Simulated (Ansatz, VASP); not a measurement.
One calculation of KF, two programs

Contents of INCAR:

```
PREC = Accurate
ENCUT = 520
EDIFF = 1E-8
ISMEAR = -1
SIGMA = 0.03
LREAL = False
LASPH = True
NELM = 80
ALGO = Normal
ISIF = 2
LWAVE = False
LCHARG = False
GGA = PE
LEFG = True
NBANDS = 15
```

KPOINTS

```
regular mesh
0
Gamma
  9 9 9
```

The input POSCAR:

```
KF
1.0
    0.0000000000      2.6718500000      2.6718500000
    2.6718500000      0.0000000000      2.6718500000
    2.6718500000      2.6718500000      0.0000000000
K F
1 1
Direct
    0.0000000000      0.0000000000      0.0000000000
    0.5000000000      0.5000000000      0.5000000000
```

Input for Ansatz:

```yaml
crystal:
  lattice:
    - [0.0, 2.67185, 2.67185]
    - [2.67185, 0.0, 2.67185]
    - [2.67185, 2.67185, 0.0]
  atoms:
    - { symbol: K, position: [0.0, 0.0, 0.0] }
    - { symbol: F, position: [0.5, 0.5, 0.5] }
kpoints:
  mp_grid: { grid: [9, 9, 9] }
  band_path:
    path:
      - [0.0, 0.0, 0.0]
      - [0.5, 0.0, 0.5]
      - [0.625, 0.25, 0.625]
      - [0.375, 0.375, 0.75]
      - [0.0, 0.0, 0.0]
      - [0.5, 0.5, 0.5]
      - [0.5, 0.25, 0.75]
      - [0.5, 0.0, 0.5]
    npoints: 6
scf:
  occupations: { method: fermi_dirac, width: 0.03 }
hamiltonian:
  xc: pbe
  pseudopotentials: { kind: paw }
output:
  forces: true
  stress: true
  eigenvalues: true
  efg: { contact_densities: true }
  populations: true
  write_density: true
  write_potential: true
  elf: true
  volumetric_format: npy
```

Change from the starting cell: volume scaled by 1, PAW files.

Alike in both runs: task electric field gradients; functional PBE; k mesh 9 × 9 × 9; occupations fermi-dirac, width 0.03 eV; no spin polarisation.

```csv
,VASP,Ansatz
version,VASP 6.6.1,Ansatz 0.2.0
potentials or method,"VASP PAW PBE potentials, release 64 (K_sv, F)","PAW with Ansatz's default frozen-core files, scalar-relativistic"
plane-wave cutoff (eV),520,420
valence electrons in the cell,16,16
```

|  | VASP | Ansatz | Ansatz less VASP |
| --- | --- | --- | --- |
| gap on the k mesh at the Fermi level (eV) | 6.17 | 6.18 | +0.016 |
| pressure (GPa) | 1.4 | 1.4 | -0.04 |
| Vzz of the field gradient on the site that differs most (V/Å²) | 0.0 | 0.0 | -0.01 |

Caveats: an odd mesh through Γ misses points on the zone boundary, where band edges often lie.
